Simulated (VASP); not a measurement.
Set up this calculation in VASP 6.6.1, as the native input.

| Quantity | Value |
| --- | --- |
| Task | relaxation of cell and atoms |
| Functional | PBE |
| Dispersion | D3(BJ) |
| Potentials or basis | VASP PAW PBE potentials, release 64 (S, Mo_sv) |
| Cutoff | 600 eV |
| k mesh | 12 × 12 × 1 |
| Occupations | gaussian, width 0.03 eV |
| Spin | no spin polarisation |
| Further INCAR settings | ALGO = Normal; EDIFF = 1e-07; IBRION = 2; EDIFFG = -0.005; NSW = 90; ISIF = 3 |

The structure of MoS2 lies in POSCAR:

```
MoS2                                    
1.0
    3.1531462917      0.0000000000      0.0000000000
   -1.5765731459      2.7307047860      0.0000000000
    0.0000000000      0.0000000000     21.1302960000
  S               Mo            
     2     1
Direct
     0.3333333300000021    0.6666666699999979    0.4258408315342030
     0.3333333300000021    0.6666666699999979    0.5741591684657971
     0.6666666699999979    0.3333333300000021    0.5000000000000000
```

These files were run (other wordings do the same):

INCAR

```
PREC = Accurate
ENCUT = 600
EDIFF = 1E-7
ISMEAR = 0
SIGMA = 0.03
LREAL = False
LASPH = True
NELM = 80
ALGO = Normal
ISIF = 3
LWAVE = False
LCHARG = False
GGA = PE
IVDW = 12
IBRION = 2
NSW = 90
EDIFFG = -0.005
LATTICE_CONSTRAINTS = .TRUE. .TRUE. .FALSE.
KPAR = 2
```

KPOINTS

```
regular mesh
0
Gamma
  12 12 1
```

Potentials or basis: VASP PAW PBE potentials, release 64 (S, Mo_sv).

Run with:

```sh
$ cat potpaw_PBE.64/S/POTCAR potpaw_PBE.64/Mo_sv/POTCAR > POTCAR
$ mpirun -np 2 vasp_std > vasp.out
```

It gave:

```
Band gap on the k mesh     : 1.78 eV, direct
Dispersion energy per atom : -0.320 eV
```

Caveat: the relaxation stopped at its first step, so nothing moved.

Wall time 110 s on 2 MPI ranks on AMD EPYC 7R13 Processor (Zen 3) (shared host), peak memory 0.38 GiB a rank.
